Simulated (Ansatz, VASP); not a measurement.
One calculation of C, two programs

```
CELL_PARAMETERS angstrom
4.25517 0.00000 0.00000
0.00000 4.25517 0.00000
0.00000 0.00000 1.28229
ATOMIC_POSITIONS crystal
C 0.50000 0.50000 0.50000
```

The cell was built by a generator and needn't be a form met in nature.

Alike in both runs: task single point; functional r2SCAN-based global hybrid; k mesh 4 × 4 × 11; occupations fermi-dirac, width 0.05 eV; no spin polarisation.

```csv
,VASP,Ansatz
version,VASP 6.6.1,Ansatz 0.2.0
potentials or method,"VASP PAW PBE potentials, release 64 (C)",Ansatz PAW
plane-wave cutoff (eV),520,500
valence electrons in the cell,4,4
```

|  | VASP | Ansatz | Ansatz less VASP |
| --- | --- | --- | --- |
| gap on the k mesh at the Fermi level (eV) | none | none | - |
| pressure (GPa) | -4.2 | -4.2 | -0.04 |
| largest component of the traceless stress (GPa) | 5.58 | 5.94 | +0.357 |

A gap of «none» marks a metal or a gap that the smearing closes.

Caveats: the k mesh is coarse (spacing up to 0.45 Å⁻¹), so the values aren't converged (VASP); the PAW data sets were made with another functional, which shifts forces and pressure a little (VASP); the k mesh is coarse (spacing up to 0.45 Å⁻¹), so the values aren't converged, least of all with exact exchange (Ansatz); the PAW data sets come from PBE, with cores solved anew for the run's functional, which leaves a small shift of forces and pressure (Ansatz); the thresholds are loose for stress (Ansatz).
